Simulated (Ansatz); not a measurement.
# Rh in Ansatz: the effect of target pressure

Rh:

```xyz
1
Lattice="0.0000 1.8979 1.8979 1.8979 0.0000 1.8979 1.8979 1.8979 0.0000" Properties=species:S:1:pos:R:3 pbc="T T T"
Rh    0.0000    0.0000    0.0000
```

Alike in all runs:

| Quantity | Value |
| --- | --- |
| Program | Ansatz 0.2.0 |
| Task | relaxation of cell and atoms |
| Functional | PBEsol |
| Potentials or basis | all-electron LAPW, scalar-relativistic |
| Basis error allowed | 0.001 eV/atom |
| k mesh | 12 × 12 × 12 |
| Occupations | fermi-dirac, width 0.05 eV |
| Spin | no spin polarisation |

Each run relaxes the cell or the atoms first.

```csv
target pressure,relaxed volume (Å³/atom)
0 GPa,13.49
5 GPa,13.28
10 GPa,13.08
20 GPa,12.73
30 GPa,?
```

Task: What does the run with target pressure 30 GPa give?

Result: Relaxed volume 12.43 Å³/atom.

Worked out: In Murnaghan's law V^(-B') rises as a straight line in P. The other rows fit best with B' = 4.1, V0 = 13.49 Å³/atom and B0 = 305 GPa, which gives 12.42 Å³/atom at 30 GPa, against the run's 12.43.

Runs at the PBE level aren't shown here.
